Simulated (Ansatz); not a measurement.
Runs of Ansatz 0.2.0 on Bi. Symmetry: Im-3m, No. 229, cubic system. The conventional cell has a = 3.963 Å, b = 3.963 Å, c = 3.963 Å, α = 90.00°, β = 90.00°, γ = 90.00°. Bi (site symmetry m-3m) is surrounded by 8 Bi at 3.43 Å. This isn't the form of Bi at room conditions, which is rhombohedral.

```csv
task,level,cell,k mesh,cutoff (eV),points for each segment of the path,q mesh,gap on the mesh (eV),pressure (GPa)
band structure,PBEsol,as given,9 × 9 × 9,420,14,-,none,-2.0
band structure,LDA,as given,9 × 9 × 9,420,14,-,none,-3.3
band structure,m-r2SCAN,as given,9 × 9 × 9,500,14,-,none,(a)
band structure,revPBE,as given,9 × 9 × 9,420,14,-,none,1.9
phonons,PBEsol,as given,8 × 8 × 8,420,8,4 × 4 × 4,none,-
relaxation of cell and atoms,BPBE,relaxed,9 × 9 × 9,420,-,-,-,0.0
```

Alike in all rows: potentials or basis Ansatz PAW; no spin polarisation; smearing fermi-dirac 0.05 eV.

Problem. Estimate the missing entries.

Solution. (a) 0.1.

Caveats: spin-orbit coupling is left out, which moves the levels of the heavy elements; the PAW data sets come from PBE, with cores solved anew for the run's functional, which leaves a small shift of forces and pressure; some modes are imaginary (some runs); some levels weren't fully converged (some runs); the plane-wave basis is chosen anew once the cell has moved, so the energies of steps on either side of that aren't comparable (some runs).

A k mesh can miss the band edges, and the runs leave out spin-orbit coupling on Bi.

A gap of «none» marks a metal or a gap under the smearing width.

Runs at the PBE level aren't shown here.
